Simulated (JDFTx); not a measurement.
K under changes of volume

One of the cells (78.046 Å³/atom); the others are scaled copies at fixed shape and fractional positions:

```
K
1.0
     0.00000    3.39187    3.39187
     3.39187    0.00000    3.39187
     3.39187    3.39187    0.00000
K
1
Direct
  0.00000 0.00000 0.00000
```

This isn't the form of K at room conditions, which is bcc.

```yaml
Program: JDFTx 1.7.0 (patched build)
Functional: PBE
Potentials_or_basis: PseudoDojo-SR-PBE-0.5-standard
Cutoff: 1007 eV
Density_cutoff: 4027 eV
k_mesh: 7 × 7 × 7
Occupations: fermi-dirac, width 0.05 eV
Spin: no spin polarisation
```

| volume (Å³/atom) | energy over the lowest point (meV/atom) | pressure (GPa) |
| --- | --- | --- |
| 73.363 | 0.00 | 0.0 |
| 74.924 | 0.26 | -0.1 |
| 76.485 | 1.19 | -0.1 |
| 78.046 | 2.75 | -0.2 |
| 79.607 | 4.86 | -0.2 |
| 81.167 | 7.47 | -0.3 |
| 82.728 | ? | ? |

Q: What does the run at 82.728 Å³/atom give?

A: Energy over the lowest point 10.55 meV/atom; pressure -0.3 GPa.

Worked out: A Birch-Murnaghan fit of order 3 (a polynomial in V^(-2/3)) to the other rows has its minimum at 73.59 Å³/atom with B0 = V·E''(V) = 3.6 GPa and B' = 3.8. It gives 10.54 meV/atom at 82.728 Å³/atom, against the run's 10.55, and -dE/dV = -0.3 GPa, against -0.3.

Energies are extrapolated to zero smearing.
